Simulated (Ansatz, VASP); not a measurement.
# Two plane-wave programs on Ca

INCAR

```
SYSTEM = Ca
  PREC = Accurate
  ENCUT = 520
  EDIFF = 1E-6
  ISMEAR = 0
  SIGMA = 0.05
  LREAL = .False.
  LASPH = .True.
  NELM = 80
  ALGO = Normal
  ISIF = 2
  LWAVE = .False.
  LCHARG = .False.
  GGA = PE
  NBANDS = 11
```

Contents of KPOINTS:

```
Automatic mesh
0
Gamma
  12 12 12
  0 0 0
```

POSCAR

```
Ca
1.0
    0.0000000000      2.7942000000      2.7942000000
    2.7942000000      0.0000000000      2.7942000000
    2.7942000000      2.7942000000      0.0000000000
Ca
1
Direct
    0.0000000000      0.0000000000      0.0000000000
```

Input for Ansatz:

```yaml
crystal:
  lattice:
    - [0.0, 2.7942, 2.7942]
    - [2.7942, 0.0, 2.7942]
    - [2.7942, 2.7942, 0.0]
  atoms:
    - { symbol: Ca, position: [0.0, 0.0, 0.0] }
basis:
  ecutwfc: 420
kpoints:
  mp_grid: { grid: [12, 12, 12] }
hamiltonian:
  xc: pbe
scf:
  occupations: { method: gaussian, width: 0.05 }
output:
  forces: true
  eigenvalues: true
  eigenstates:
    nscf_kmesh: { grid: [34, 34, 34] }
    top_band: c6
    de_dk: true
    localisation: false
  stress: true
checkpoint:
  write: ck
  compress: false
  write_wavefunctions: false
  write_every: 100000
```

Alike in both runs: task single point; functional PBE; k mesh 12 × 12 × 12; occupations gaussian, width 0.05 eV; no spin polarisation.

|  | VASP | Ansatz |
| --- | --- | --- |
| version | VASP 6.6.1 | Ansatz 0.2.0 |
| potentials or method | VASP PAW PBE potentials, release 64 (Ca_sv) | scalar-relativistic, plane waves, PAW |
| plane-wave cutoff (eV) | 520 | 420 |
| valence electrons in the cell | 10 | 10 |

|  | VASP | Ansatz | Ansatz less VASP |
| --- | --- | --- | --- |
| pressure (GPa) | -0.5 | -0.5 | 0.00 |
